The band gap of a crystal is the energy between its highest occupied and lowest empty electron level. Here it was computed for zincblende cadmium selenide with a semilocal density functional, at several fixed volumes $V$ per atom. The gap on mesh compares all points of the k mesh, the sampled electron wavevectors. The direct gap on mesh compares levels at the same point only.

Kohn–Sham band gaps of zincblende CdSe (2-atom cell) at fixed volumes, computed with VASP 6.6.1 using the PBEsol functional and the recommended PAW PBE potentials, without spin polarisation or spin–orbit coupling. All runs use a 10 × 10 × 10 k mesh, a plane-wave cutoff of 520 eV and Gaussian smearing of 0.02 eV.

```
volume (Å³/atom)  shortest distance (Å)  gap on mesh (eV)  direct gap on mesh (eV)
          27.347                  2.609             0.538                    0.538
          27.681                  2.620             0.514                    0.514
          28.124                  2.634             0.483                    0.483
          28.131                  2.634             0.483                    0.483
          28.415                  2.643             0.463                    0.463
          28.942                  2.659             0.427                    0.427
```

The gap shrinks as the crystal expands. A volume increase of 5.8 % takes it from 0.538 to 0.427 eV, a loss of about a fifth. The two gap columns agree in every row, so the gap stays direct throughout. The rows at 28.124 and 28.131 Å³/atom share the same gap because they are practically the same volume, not because the trend pauses there.

A first guess is that expansion simply weakens everything. Kinetic energies and the couplings between neighbouring orbitals fall roughly as $1/d^2$, where $d$ is the shortest distance, between Cd and Se. If the gap followed the same rule, it would lose only 0.02 eV over the series. The computed loss is 0.11 eV, more than five times as much.

The gap can change this much because it is a small difference between two large energies that do not shrink at the same rate. The rows at 27.681 and 28.415 Å³/atom show this when both band edges are measured from a deep level of the same cell, the one derived from the Se 4s orbital. At the smaller volume the conduction minimum lies 13.23 eV above that level and the valence top 12.72 eV above it. The gap is what remains between them.

On going to the larger volume, the conduction minimum comes 0.20 eV closer to the deep level and the valence top 0.15 eV closer. These are changes of only 1 to 2 % of the large separations. Their difference, 0.05 eV, is a tenth of the gap. The deep level also shifts with volume, but its shift cancels in this difference.

Bonding theory suggests why the conduction minimum sinks faster. This state is the antibonding combination of Cd and Se s orbitals: its wave changes sign between neighbours, which costs energy. Longer bonds weaken the coupling and give the electron more room, and both lower the state. Coupling alone does not give the size, however. A two-level model with a fixed offset of roughly 12 eV between the atomic s levels, a recalled value, yields a fall of a few hundredths of an eV instead of 0.20 eV. Most of the 0.20 eV need not be special to this state, because the valence top also comes 0.15 eV closer to the deep level. A shift common to both edges leaves the gap unchanged. What closes the gap is the extra 0.05 eV of the conduction minimum.

The valence top is built mainly from Se p orbitals and feels two opposing effects. It is a bonding state, so weaker p–p coupling should raise it. The filled Cd 4d levels below push it up, so weaker p–d repulsion should lower it. Its separation from the higher, threefold conduction level hardly changes, from 5.854 to 5.855 eV, whereas $1/d^2$ scaling would shrink it by 0.10 eV. A likely reason is that part of this separation is the offset between the p levels of the two atoms, which need not follow $1/d^2$. Weaker p–d repulsion should also help to keep the separation wide. By symmetry, only the threefold Cd 4d levels can mix with the valence top here, and their distance below the twofold ones falls from 0.40 to 0.37 eV, as weaker repulsion would have it.

Both p levels come about 0.15 eV closer to the deep level. That level is the bonding partner of the conduction minimum, so it is expected to rise as the bonds lengthen, which may be part of the reason.

The net result can be put into one constant. If an energy separation $D$ varies as $V^{-m}$, then $\mathrm{d}D/\mathrm{d}\ln V=-mD$, which hardly changes over a few per cent of volume. Measured from the deep level, each band edge should then move almost linearly in $\ln V$, and so should the gap $E_g$:

$$E_g(V)=E_g(V_0)+a\,\ln\frac{V}{V_0}.$$

The slope $a$ is called the deformation potential of the gap. A straight line through all six rows gives $a=-1.96$ eV and meets every gap to within 0.001 eV.

As a worked case, take $V_0=27.347$ and $V=28.942$ Å³/atom. The logarithm of their ratio is 0.0567, so the gap should change by $-1.96\times0.0567=-0.111$ eV, from 0.538 to 0.427 eV. This is the tabulated value, but both rows were part of the fit, so the agreement shows that the line is straight and is no independent prediction.

For practical use, 1 % more volume lowers the gap by about 20 meV. Compression raises it by about 37 meV per GPa, since the calculated bulk modulus is 53 GPa.

The gap itself is much less trustworthy than its direction of change. At the calculated zero-pressure volume, 28.3 Å³/atom, it is 0.47 eV, while the measured gap is roughly 1.7 eV (a recalled value). The whole volume range moves the gap by only 0.11 eV, so a slightly wrong lattice constant is not to blame. Semilocal functionals are known to give gaps that are too small, and here they also place the Cd 4d levels too high, which pushes the valence top up. Spin–orbit coupling, left out here, would lower the gap by roughly another 0.1 eV. How far the functional also affects the slope cannot be judged from a single functional.

The output below gives the fit and the level separations.

The analysis program printed:

```
fit of gap_on_mesh on 6 rows: constant 0.5379 +/- 0.00016, coefficient of lnV -1.956 +/- 0.0049; rms 0.000176, worst 28.131 -0.000346, leave-one-out rms 0.000229
volume increase over the series, %: 5.832
fall of the gap over the series, eV: 0.111
fall of the gap over the series, % of the first gap: 20.63
gap change for 1 % more volume, meV: -19.56
fall expected if all energies scaled as 1/d squared, eV: 0.01995
computed fall over that expected fall, ratio: 5.563
mean bulk modulus over the range, GPa: 53.45
gap rise per pressure, meV/GPa: 36.64
volume at zero pressure, interpolated, A^3/atom: 28.3
gap at zero pressure, interpolated, eV: 0.4712
shortfall against the rough measured gap, eV: 1.229
rough lowering of the gap by spin-orbit coupling, eV: 0.1333
Se 4s level to conduction minimum at 27.681, eV: 13.23
Se 4s level to conduction minimum at 28.415, eV: 13.03
change of that separation, eV: -0.201
Se 4s level to valence top at 27.681, eV: 12.72
Se 4s level to valence top at 28.415, eV: 12.57
change of that second separation, eV: -0.1496
change of the gap between these two rows, eV: -0.0514
s-s change from a two-level model with fixed 12 eV offset, eV: -0.04032
valence top to threefold conduction level at 27.681, eV: 5.854
valence top to threefold conduction level at 28.415, eV: 5.855
change of it expected from 1/d squared scaling, eV: -0.1012
splitting of the Cd 4d levels at 27.681, eV: 0.3993
splitting of the Cd 4d levels at 28.415, eV: 0.3705
```
